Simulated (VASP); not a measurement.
# I (I4/mmm) in VASP: notebook, part 2 of 2

VASP 6.6.1.

**5. Single point, PBE (volume scaled by 1.02)**

Input file INCAR:

```
SYSTEM = I
  PREC = Accurate
  ENCUT = 520
  EDIFF = 1E-6
  ISMEAR = -1
  SIGMA = 0.05
  LREAL = .FALSE.
  LASPH = .TRUE.
  NELM = 80
  ALGO = Normal
  ISIF = 2
  LWAVE = .FALSE.
  LCHARG = .TRUE.
  GGA = PE
  LELF = .TRUE.
  LVHAR = .TRUE.
  NBANDS = 10
```

Input file KPOINTS:

```
Automatic mesh
0
G
  11 11 11
  0 0 0
```

Input file POSCAR:

```
I
1.0
   -1.6281679413      1.6281679413      4.2930525847
    1.6281679413     -1.6281679413      4.2930525847
    1.6281679413      1.6281679413     -4.2930525847
I
1
Direct
    0.0000000000      0.0000000000      0.0000000000
```

Potentials or basis: VASP PAW PBE potentials, release 64 (I).

Launch:

```console
$ cat potpaw_PBE.64/I/POTCAR > POTCAR
$ mpirun -np 1 vasp_std > vasp.out
```

OUTCAR:

```text
SYSTEM = I
   PREC = Accurate
   ENCUT = 520
   EDIFF = 1E-6
   ISMEAR = -1
   LREAL = .FALSE.
   LASPH = .TRUE.
   NELM = 80
   ISIF = 2
   GGA = PE

 ion  position               nearest neighbor table
   1  0.000  0.000  0.000-

  LATTYP: Found a body centered tetragonal cell.
 ALAT       =     3.2563358826
 C/A-ratio  =     2.6367381864

  Lattice vectors:

 A1 = (  -1.6281679413,   1.6281679413,   4.2930525847)
 A2 = (   1.6281679413,  -1.6281679413,   4.2930525847)
 A3 = (   1.6281679413,   1.6281679413,  -4.2930525847)

Analysis of symmetry for initial positions (statically):
=====================================================================
 Subroutine PRICEL returns:
 Original cell was already a primitive cell.

 Routine SETGRP: Setting up the symmetry group for a
 body centered tetragonal supercell.

 Subroutine GETGRP returns: Found 16 space group operations
 (whereof 16 operations were pure point group operations)
 out of a pool of 16 trial point group operations.

The static configuration has the point symmetry D_4h.
[... 155 lines left out ...]
  free energy    TOTEN  =        -1.42070069 eV

  energy without entropy =       -1.41432867  energy(sigma->0) =       -1.41751468

 E-fermi :   2.4861     XC(G=0):  -7.6820

 val. band max:        2.4842962149   @ k =  -0.4545  -0.4545   0.3636
 cond. band min:       2.4873284276   @ k =  -0.0909  -0.1818   0.0909
 fundamental gap:      0.0030322127
 Fermi energy:         2.4861493457

 k-point     1 :       0.0000    0.0000    0.0000
  band No.  band energies     occupation
      1     -11.1820      2.00000
      2       0.2100      2.00000
      3       3.2403      0.00000
      4       3.2403      0.00000
      5       6.7167      0.00000
      6       9.8017      0.00000
      7      10.3827      0.00000
      8      14.9308      0.00000
      9      14.9308      0.00000
     10      14.9487      0.00000
[... 287 lines left out ...]
 k-point    24 :      -0.1818    0.1818    0.0000
  band No.  band energies     occupation
      1     -10.5793      2.00000
      2       0.6966      2.00000
      3       1.2702      2.00000
      4       1.2881      2.00000
      5       7.7023      0.00000
      6      11.3786      0.00000
      7      11.6110      0.00000
      8      12.8310      0.00000
      9      13.1987      0.00000
     10      14.8732      0.00000

 [... further k-points ...]
[... 5 lines left out ...]
  --------------------------------------------------------------------------------------
  -------------------------------------------------------------------------------------
  Total       -0.1550777     -0.1550777      0.0369468      0.0000000     -0.0000000      0.0000000
  in kB       -5.4580243     -5.4580243      1.3003571      0.0000000     -0.0000000      0.0000000
  external PRESSURE =      -3.2052305 kB  Pullay stress =       0.0000000 kB

 VOLUME and BASIS-vectors are now :
 -----------------------------------------------------------------------------
  energy-cutoff  :      520.00
  volume of cell :       45.52
      direct lattice vectors                 reciprocal lattice vectors
    -1.628167941  1.628167941  4.293052585     0.000000000  0.307093628  0.116467243
     1.628167941 -1.628167941  4.293052585     0.307093628  0.000000000  0.116467243
     1.628167941  1.628167941 -4.293052585     0.307093628  0.307093628  0.000000000

 POSITION                                       TOTAL-FORCE (eV/Angst)
 -----------------------------------------------------------------------------------
      0.00000      0.00000      0.00000        -0.000000      0.000000      0.000000
 -----------------------------------------------------------------------------------
    total drift:                               -0.000000      0.000000      0.000000

  FREE ENERGIE OF THE ION-ELECTRON SYSTEM (eV)
  ---------------------------------------------------
  free  energy   TOTEN  =        -1.4207006875 eV

  energy  without entropy=       -1.4143286661  energy(sigma->0) =       -1.41751468
```

Run time: 67 s. Hardware: 1 thread of Intel Xeon Platinum 8488C (Sapphire Rapids), shared host; peak memory 0.22 GiB.

What came out:

| Item | Value |
| --- | --- |
| Free energy | -1.4207 eV |
| Pressure | -0.3 GPa |
| Band gap on the k mesh | none (metal or under the smearing width) |

Caveat: an odd number of electrons without spin polarisation forces a metal; a magnetic or distorted state may lie lower. The run has no spin-orbit coupling, so splittings on I are missing.

**6. Single point, PBE**

Input file INCAR:

```
SYSTEM = I
ALGO = Normal
EDIFF = 1E-6
ENCUT = 520
GGA = PE
ISIF = 2
ISMEAR = -1
LASPH = .TRUE.
LCHARG = .FALSE.
LREAL = .FALSE.
LWAVE = .FALSE.
NBANDS = 10
NELM = 100
PREC = Accurate
SIGMA = 0.05
```

Input file KPOINTS:

```
k-points
0
G
  11 11 11
  0 0 0
```

Input file POSCAR:

```
I
1.0
   -1.6174560000      1.6174560000      4.2648080000
    1.6174560000     -1.6174560000      4.2648080000
    1.6174560000      1.6174560000     -4.2648080000
I
1
Direct
    0.0000000000      0.0000000000      0.0000000000
```

Potentials or basis: VASP PAW PBE potentials, release 64 (I).

Launch:

```console
$ cat potpaw_PBE.64/I/POTCAR > POTCAR
$ mpirun -np 1 vasp_std > vasp.out
```

OUTCAR:

```text
SYSTEM = I
   EDIFF = 1E-6
   ENCUT = 520
   GGA = PE
   ISIF = 2
   ISMEAR = -1
   LASPH = .TRUE.
   LREAL = .FALSE.
   NELM = 100
   PREC = Accurate

 ion  position               nearest neighbor table
   1  0.000  0.000  0.000-

  LATTYP: Found a body centered tetragonal cell.
 ALAT       =     3.2349120000
 C/A-ratio  =     2.6367381864

  Lattice vectors:

 A1 = (  -1.6174560000,   1.6174560000,   4.2648080000)
 A2 = (   1.6174560000,  -1.6174560000,   4.2648080000)
 A3 = (   1.6174560000,   1.6174560000,  -4.2648080000)

Analysis of symmetry for initial positions (statically):
=====================================================================
 Subroutine PRICEL returns:
 Original cell was already a primitive cell.

 Routine SETGRP: Setting up the symmetry group for a
 body centered tetragonal supercell.

 Subroutine GETGRP returns: Found 16 space group operations
 (whereof 16 operations were pure point group operations)
 out of a pool of 16 trial point group operations.

The static configuration has the point symmetry D_4h.

Analysis of symmetry for dynamics (positions and initial velocities):
=====================================================================
 Subroutine PRICEL returns:
 Original cell was already a primitive cell.

 Routine SETGRP: Setting up the symmetry group for a
 body centered tetragonal supercell.

 Subroutine GETGRP returns: Found 16 space group operations
 (whereof 16 operations were pure point group operations)
 out of a pool of 16 trial point group operations.

The dynamic configuration has the point symmetry D_4h.

 Subroutine INISYM returns: Found 16 space group operations
 (whereof 16 operations are pure point group operations),
 and found     1 'primitive' translations

----------------------------------------------------------------------------------------

                                     Primitive cell
[... 101 lines left out ...]
   NUPDOWN=      -1.0000    fix difference up-down
   EMIN   =  10.00;   EMAX   =-10.00  energy-range for DOS
   EFERMI =   0.00;   METHOD = LEGACY
   ISMEAR =    -1;   SIGMA  =   0.05  broadening in eV -4-tet -1-fermi 0-gaus
   EFERMI_NEDOS =   21; number of points for ismear=-14 and -15
   IALGO  =     38    algorithm
   IMIX   =      4    mixing-type and parameters
     AMIX     =   0.40;   BMIX     =  1.00
     AMIX_MAG =   1.60;   BMIX_MAG =  1.00
  volume/ion in A,a.u.               =      44.63       301.18
  Fermi-wavevector in a.u.,A,eV,Ry     =   0.882875  1.668392 10.605317  0.779469
  Thomas-Fermi vector in A             =   2.003566
   LORBIT       =      0    0 simple, 1 ext, 2 COOP (PROOUT), +10 PAW based schemes
   GGA     = PE    functional components
[... 5 lines left out ...]
 non-spin polarized calculation
  energy-cutoff  :      520.00
  volume of cell :       44.63
 maximum number of plane-waves:      1224
   NGX = 17   NGY = 17   NGZ = 17

 number of electron       6.9999999 magnetization

 Free energy of the ion-electron system (eV)
  ---------------------------------------------------
  ext. energy  EPLUGINS =         0.00000000
  ---------------------------------------------------
  free energy    TOTEN  =        -1.42127786 eV

  energy without entropy =       -1.41505111  energy(sigma->0) =       -1.41816448

 E-fermi :   2.7041     XC(G=0):  -7.7645

 val. band max:        2.6867984784   @ k =  -0.3636  -0.3636   0.2727
 cond. band min:       2.7042151249   @ k =  -0.4545  -0.4545   0.3636
 fundamental gap:      0.0174166465
 Fermi energy:         2.7040502857

 k-point     1 :       0.0000    0.0000    0.0000
  band No.  band energies     occupation
      1     -11.0875      2.00000
      2       0.3518      2.00000
      3       3.4850      0.00000
      4       3.4850      0.00000
      5       6.8722      0.00000
      6       9.9849      0.00000
      7      10.6355      0.00000
      8      15.1789      0.00000
      9      15.1789      0.00000
     10      15.1858      0.00000
[... 287 lines left out ...]
 k-point    24 :      -0.1818    0.1818    0.0000
  band No.  band energies     occupation
      1     -10.4632      2.00000
      2       0.8536      2.00000
      3       1.4651      2.00000
      4       1.4652      2.00000
      5       7.8594      0.00000
      6      11.5652      0.00000
      7      11.7954      0.00000
      8      13.1060      0.00000
      9      13.4667      0.00000
     10      15.1609      0.00000

 [... further k-points ...]
[... 5 lines left out ...]
  --------------------------------------------------------------------------------------
  -------------------------------------------------------------------------------------
  Total        0.0261597      0.0261597      0.0419087      0.0000000     -0.0000000      0.0000000
  in kB        0.9391143      0.9391143      1.5044952      0.0000000     -0.0000000      0.0000000
  external PRESSURE =       1.1275746 kB  Pullay stress =       0.0000000 kB

 VOLUME and BASIS-vectors are now :
 -----------------------------------------------------------------------------
  energy-cutoff  :      520.00
  volume of cell :       44.63
      direct lattice vectors                 reciprocal lattice vectors
    -1.617456000  1.617456000  4.264808000     0.000000000  0.309127420  0.117238572
     1.617456000 -1.617456000  4.264808000     0.309127420  0.000000000  0.117238572
     1.617456000  1.617456000 -4.264808000     0.309127420  0.309127420  0.000000000

 POSITION                                       TOTAL-FORCE (eV/Angst)
 -----------------------------------------------------------------------------------
      0.00000      0.00000      0.00000         0.000000      0.000000     -0.000000
 -----------------------------------------------------------------------------------
    total drift:                                0.000000     -0.000000     -0.000000

  FREE ENERGIE OF THE ION-ELECTRON SYSTEM (eV)
  ---------------------------------------------------
  free  energy   TOTEN  =        -1.4212778580 eV

  energy  without entropy=       -1.4150511060  energy(sigma->0) =       -1.41816448
```

OSZICAR:

```text
N       E                     dE             d eps       ncg     rms          rms(c)
DAV:   1     0.215576370393E+02    0.21558E+02   -0.23417E+03  2520   0.483E+02
DAV:   2    -0.375753913217E+00   -0.21933E+02   -0.21160E+02  3160   0.820E+01
DAV:   3    -0.143908524324E+01   -0.10633E+01   -0.10592E+01  3150   0.186E+01
DAV:   4    -0.145019781336E+01   -0.11113E-01   -0.11111E-01  3136   0.233E+00
DAV:   5    -0.145039207391E+01   -0.19426E-03   -0.19426E-03  3288   0.289E-01    0.484E+00
DAV:   6    -0.142948665206E+01    0.20905E-01   -0.17393E-02  2816   0.620E-01    0.300E+00
DAV:   7    -0.142131769506E+01    0.81690E-02   -0.36907E-02  2778   0.924E-01    0.124E-01
DAV:   8    -0.142126775192E+01    0.49943E-04   -0.16090E-03  2788   0.243E-01    0.276E-02
DAV:   9    -0.142127345916E+01   -0.57072E-05   -0.22033E-05  3354   0.348E-02    0.127E-02
DAV:  10    -0.142127744159E+01   -0.39824E-05   -0.55931E-06  2810   0.135E-02    0.248E-03
DAV:  11    -0.142127785800E+01   -0.41641E-06   -0.37690E-07  2878   0.358E-03
   1 F= -.14212779E+01 E0= -.14181645E+01  d E =-.622675E-02
```

stdout:

```text
POSCAR found type information on POSCAR I
 POSCAR found :  1 types and       1 ions
 scaLAPACK will be used
 LDA part: xc-table for (Slater+PW92), standard interpolation
 POSCAR, INCAR and KPOINTS ok, starting setup
 FFT: planning ... GRIDC
 FFT: planning ... GRID_SOFT
 FFT: planning ... GRID
 WAVECAR not read
 entering main loop
```

It took 70 s on 1 thread of AMD EPYC 7R13 (Zen 3), shared host; peak memory 0.2 GiB.

Results:

| Property | Result |
| --- | --- |
| Free energy | -1.4213 eV |
| Pressure | 0.1 GPa |
| Band gap on the k mesh | none (metal or under the smearing width) |

Caveat: an odd number of electrons without spin polarisation forces a metal; a magnetic or distorted state may lie lower. Spin-orbit coupling is left out, which matters for the levels of I.

**7. Single point, PBE**

Input file INCAR:

```
SYSTEM = I
ALGO     = Fast           ! electronic algorithm
EDIFF    = 1E-6           ! SCF threshold, eV
ENCUT    = 520            ! plane-wave cutoff, eV
GGA      = PE             ! functional
ISIF     = 2              ! what is computed and relaxed
ISMEAR   = -1             ! smearing method
LASPH    = .TRUE.         ! aspherical terms in the spheres
LCHARG   = .TRUE.         ! write CHGCAR
LELF     = .TRUE.         ! ELF
LREAL    = .FALSE.        ! projectors in reciprocal space
LVHAR    = .TRUE.       
LWAVE    = .FALSE.        ! write WAVECAR
NBANDS   = 10             ! bands
NELM     = 100            ! most SCF steps
PREC     = Accurate       ! precision mode
SIGMA    = 0.02           ! smearing width, eV
```

Input file KPOINTS:

```
k-points
0
G
  7 7 7
  0 0 0
```

POSCAR is that of step 6.

Potentials or basis: VASP PAW PBE potentials, release 64 (I).

Launch:

```console
$ cat potpaw_PBE.64/I/POTCAR > POTCAR
$ mpirun -np 1 vasp_std > vasp.out
```

OUTCAR:

```text
SYSTEM = I
   EDIFF = 1E-6
   ENCUT = 520
   GGA = PE
   ISIF = 2
   ISMEAR = -1
   LASPH = .TRUE.
   LREAL = .FALSE.
   NELM = 100
   PREC = Accurate

 ion  position               nearest neighbor table
   1  0.000  0.000  0.000-

  LATTYP: Found a body centered tetragonal cell.
 ALAT       =     3.2349120000
 C/A-ratio  =     2.6367381864

  Lattice vectors:

 A1 = (  -1.6174560000,   1.6174560000,   4.2648080000)
[... 483 lines left out ...]
  band No.  band energies     occupation
      1      -9.1091      2.00000
      2      -1.5711      2.00000
      3       0.4780      2.00000
      4       1.2883      2.00000
      5       8.5950      0.00000
      6       9.1563      0.00000
      7      12.6569      0.00000
      8      12.6782      0.00000
      9      15.3339      0.00000
     10      15.9337      0.00000

 [... further k-points ...]
[... 5 lines left out ...]
  --------------------------------------------------------------------------------------
  -------------------------------------------------------------------------------------
  Total        0.0504051      0.0504051      0.0383058      0.0000000     -0.0000000      0.0000000
  in kB        1.8095089      1.8095089      1.3751533      0.0000000     -0.0000000      0.0000000
  external PRESSURE =       1.6647237 kB  Pullay stress =       0.0000000 kB

 VOLUME and BASIS-vectors are now :
 -----------------------------------------------------------------------------
  energy-cutoff  :      520.00
  volume of cell :       44.63
      direct lattice vectors                 reciprocal lattice vectors
    -1.617456000  1.617456000  4.264808000     0.000000000  0.309127420  0.117238572
     1.617456000 -1.617456000  4.264808000     0.309127420  0.000000000  0.117238572
     1.617456000  1.617456000 -4.264808000     0.309127420  0.309127420  0.000000000

 POSITION                                       TOTAL-FORCE (eV/Angst)
 -----------------------------------------------------------------------------------
      0.00000      0.00000      0.00000         0.000000     -0.000000      0.000000
 -----------------------------------------------------------------------------------
    total drift:                                0.000000      0.000000     -0.000000

  FREE ENERGIE OF THE ION-ELECTRON SYSTEM (eV)
  ---------------------------------------------------
  free  energy   TOTEN  =        -1.3513197118 eV

  energy  without entropy=       -1.3482459701  energy(sigma->0) =       -1.34978284
```

stdout:

```text
POSCAR found type information on POSCAR I
 POSCAR found :  1 types and       1 ions
 scaLAPACK will be used
 LDA part: xc-table for (Slater+PW92), standard interpolation
 POSCAR, INCAR and KPOINTS ok, starting setup
 FFT: planning ... GRIDC
 FFT: planning ... GRID_SOFT
 FFT: planning ... GRID
 WAVECAR not read
 entering main loop
```

Run time: 16 s. Hardware: 1 thread of AMD EPYC 9R45 (Zen 5), shared host; peak memory 0.17 GiB.

What came out:

* Free energy: -1.3513 eV
* Pressure: 0.2 GPa
* Band gap on the k mesh: none (metal or under the smearing width)

Levels at points of the mesh, in eV from the Fermi level:
```tsv
k point	band 1	band 2	band 3	band 4	band 5	band 6	band 7
(0.00, 0.00, 0.00)	-13.55	-2.11	1.02	1.02	4.41	7.53	8.17
```

Caveat: the k mesh is coarse (spacing up to 0.39 Å⁻¹), so the values aren't converged; an odd number of electrons without spin polarisation forces a metal; a magnetic or distorted state may lie lower. The run has no spin-orbit coupling, so splittings on I are missing.

**8. The runs side by side**

```tsv
cell	k mesh	smearing	mesh quality	gap on the mesh (eV)	pressure (GPa)
volume scaled by 0.94	11 × 11 × 11	fermi-dirac 0.05 eV	not flagged	none	1.8
as given	11 × 11 × 11	fermi-dirac 0.05 eV	not flagged	none	0.1
volume scaled by 0.98	11 × 11 × 11	fermi-dirac 0.05 eV	not flagged	none	0.6
volume scaled by 1.02	11 × 11 × 11	fermi-dirac 0.05 eV	not flagged	none	-0.3
as given	7 × 7 × 7	fermi-dirac 0.02 eV	coarse	none	0.2
```

Alike in all rows: task single point; level PBE; potentials or basis VASP PAW PBE potentials, release 64 (I); no spin polarisation; cutoff (eV) 520.

Caveats: some runs use coarse meshes; an odd number of electrons without spin polarisation forces a metal; a magnetic or distorted state may lie lower.

Absolute energies hang on the potentials; compare differences alone.
